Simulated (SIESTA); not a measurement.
## Tl under changes of volume

One of the cells (29.146 Å³/atom); the others are scaled copies at fixed shape and fractional positions:

```
CELL_PARAMETERS angstrom
3.47889 0.00000 0.00000
-1.73944 3.01281 0.00000
0.00000 0.00000 5.56159
ATOMIC_POSITIONS crystal
Tl 0.66667 0.33333 0.75000
Tl 0.33333 0.66667 0.25000
```

- Program: SIESTA 5.4.2
- Functional: PBE
- Potentials or basis: PseudoDojo 0.4 standard (PBE files)
- Basis: DZP (energy shift 0.002 Ry; radii capped at 9.5 bohr)
- Grid cutoff: 500 Ry
- Energy shift: 0.002 Ry
- k mesh: 9 × 9 × 5
- Occupations: fermi-dirac, width 0.05 eV
- Spin: no spin polarisation

```csv
volume (Å³/atom),energy over the lowest point (meV/atom),pressure (GPa)
26.860,80.24,6.8
27.432,58.02,5.6
28.003,39.88,4.6
29.146,?,?
29.718,5.88,2.0
30.289,0.00,1.3
```

Question: What does the run at 29.146 Å³/atom give?

Answer: Energy over the lowest point 14.31 meV/atom; pressure 2.8 GPa.

Worked out: A Birch-Murnaghan fit of order 3 (a polynomial in V^(-2/3)) to the other rows has no minimum within the range. It gives 14.25 meV/atom at 29.146 Å³/atom, against the run's 14.31, and -dE/dV = 2.7 GPa, against 2.8.

Energies are extrapolated to zero smearing.

Caveats: semicore shells carry a single zeta, which can move pressures by several GPa and volumes by a few percent; the basis of atomic orbitals isn't converged, which shifts pressures, moduli and gaps.
